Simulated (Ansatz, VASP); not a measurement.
**TaN: VASP beside Ansatz**

Contents of INCAR:

```
ALGO = Normal
EDIFF = 1E-6
ENCUT = 520
GGA = PS
ISIF = 2
ISMEAR = 0
LASPH = T
LCHARG = F
LREAL = F
LWAVE = F
NBANDS = 15
NELM = 60
PREC = Accurate
SIGMA = 0.15
```

Contents of KPOINTS:

```
k-points
0
Gamma
  18 18 18
```

Contents of POSCAR:

```
TaN
1.0
    0.0000000000      2.2879500000      2.2879500000
    2.2879500000      0.0000000000      2.2879500000
    2.2879500000      2.2879500000      0.0000000000
Ta N
1 1
Direct
    0.5000000000      0.5000000000      0.5000000000
    0.0000000000      0.0000000000      0.0000000000
```

Input for Ansatz:

```yaml
crystal:
  lattice:
    - [0.0, 2.28795, 2.28795]
    - [2.28795, 0.0, 2.28795]
    - [2.28795, 2.28795, 0.0]
  atoms:
    - { symbol: Ta, position: [0.5, 0.5, 0.5] }
    - { symbol: "N", position: [0.0, 0.0, 0.0] }
basis:
  ecutwfc: 420
kpoints:
  mp_grid: { grid: [18, 18, 18] }
hamiltonian:
  xc: pbesol
scf:
  occupations: { method: gaussian, width: 0.15 }
output:
  forces: true
  stress: true
  eigenvalues: true
```

Change from the starting cell: strain +0.050 along x and y, +0.050 along z, atoms carried along.

Alike in both runs: task single point; functional PBEsol; k mesh 18 × 18 × 18; occupations gaussian, width 0.15 eV; no spin polarisation.

|  | VASP | Ansatz |
| --- | --- | --- |
| version | VASP 6.6.1 | Ansatz 0.2.0 |
| potentials or method | VASP PAW PBE potentials, release 64 (Ta_pv, N) | scalar-relativistic, plane waves, PAW |
| plane-wave cutoff (eV) | 520 | 420 |
| valence electrons in the cell | 16 | 18 |

Ansatz gave:

| Property | Result |
| --- | --- |
| gap on the k mesh at the Fermi level (eV) | none |
| pressure (GPa) | -35.5 |

Which values does VASP return?

gap on the k mesh at the Fermi level (eV): none; pressure (GPa): -35.0.

A gap of «none» marks a metal or a gap that the smearing closes. The two sets of potentials don't hold the same shells in valence.

Caveats: the cell as given lies far from equilibrium; so large a pressure means that the cell lies far from this level's equilibrium, or that cutoff or potentials fall short (VASP); the potentials were made for another functional, which shifts forces and pressure (VASP). The runs have no spin-orbit coupling, so splittings on Ta are missing.
